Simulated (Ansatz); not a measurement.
**Ga: properties at the relaxed cell**

The task here is to estimate one member of a computed series from the others.

Program: Ansatz 0.2.0. Level of theory: DFT PBEsol, scalar-relativistic, plane waves, PAW. These are calculated values, not measurements.

1 further run of the same task is left out (set aside as unsound or not needed).

### The starting structure

The structure is tetragonal, space group I4/mmm (No. 139). The conventional cell has a = 2.800 Å, b = 2.800 Å, c = 4.521 Å, α = 90.00°, β = 90.00°, γ = 90.00°. Around Ga (site symmetry 4/mmm) lie 12 Ga at 2.80 to 3.00 Å.

Coordinates:

```cif
data_structure
_symmetry_space_group_name_H-M 'I4/mmm'
_symmetry_Int_Tables_number 139
_cell_length_a 2.8003
_cell_length_b 2.8003
_cell_length_c 4.5207
_cell_angle_alpha 90.000
_cell_angle_beta 90.000
_cell_angle_gamma 90.000
_cell_volume 35.45
loop_
_atom_site_label
_atom_site_type_symbol
_atom_site_symmetry_multiplicity
_atom_site_Wyckoff_symbol
_atom_site_fract_x
_atom_site_fract_y
_atom_site_fract_z
_atom_site_occupancy
Ga1 Ga 2 a 0.00000 0.00000 0.00000 1
```

It is the result of an earlier relaxation at this level (volume 17.72 Å³/atom; gap on the mesh: none (metal)).

Set-up of the first run:

Input file input.yaml:

```yaml
crystal:
  lattice:
    - [-1.4001506707, 1.4001506707, 2.2603409459]
    - [1.4001506707, -1.4001506707, 2.2603409459]
    - [1.4001506707, 1.4001506707, -2.2603409459]
  atoms:
    - { symbol: Ga, position: [0.0, 0.0, 0.0] }
basis:
  ecutwfc: 420
kpoints:
  mp_grid: { grid: [20, 20, 20] }
  band_path:
    path:
      - [[0.0, 0.0, 0.0], [0.0, 0.0, 0.5], [0.25, 0.25, 0.25], [0.0, 0.5, 0.0], [0.0, 0.0, 0.0], [0.5, 0.5, -0.5], [0.34592717, 0.65407283, -0.34592717]]
      - [[-0.34592717, 0.34592717, 0.34592717], [0.0, 0.0, 0.0]]
      - [[0.0, 0.0, 0.5], [-0.19185435, 0.19185435, 0.5]]
      - [[0.5, 0.5, -0.19185435], [0.5, 0.5, -0.5]]
    npoints: 14
hamiltonian:
  xc: pbesol
scf:
  occupations: { method: gaussian, width: 0.1 }
  n_extra_bands: 6
output:
  forces: true
  stress: true
  eigenvalues: true
  populations: true
  dos: { projected: true, de: 0.02, nscf_kmesh: { grid: [30, 30, 30] } }
  bader: true
```

Launch:

```sh
> ansatz run input.yaml --threads 1 --pin off --max-ram 2560MiB --backend cpu --events-out ev --progress --plain --runs-dir out
```

Among the steps run: Bands, states and charges; Volume × 0.97; The cell scaled to 1.03 of its volume; The cell scaled to 0.94 of its volume; Point at V/V0 = 1.06.

One table of the session follows, with a row left open; its other results are not shown here.

It belongs to the step «Energy against volume». 

| volume (Å³/atom) | energy above the lowest point (meV/atom) | pressure (GPa) |
| --- | --- | --- |
| 16.661 | 13.4 | 4.33 |
| 17.193 | ? | ? |
| 17.725 | 0.0 | -0.01 |
| 18.257 | 2.9 | -1.67 |
| 18.788 | 10.7 | -3.02 |

**Question.** Estimate the row for volume (Å³/atom) = 17.193.

Worked estimate for «energy above the lowest point (meV/atom)». A straight line through the neighbours (16.661, 13.4) and (17.725, 0.0) gives 13.4 + (0.0 − 13.4) × (17.193 − 16.661) / (17.725 − 16.661) = 6.7; a parabola fitted to 3 rows on both sides gives 3.5.

As computed: energy above the lowest point (meV/atom): 3.1; pressure (GPa): 1.97. In «energy above the lowest point (meV/atom)» the line misses by +3.6 and the parabola by +0.4.
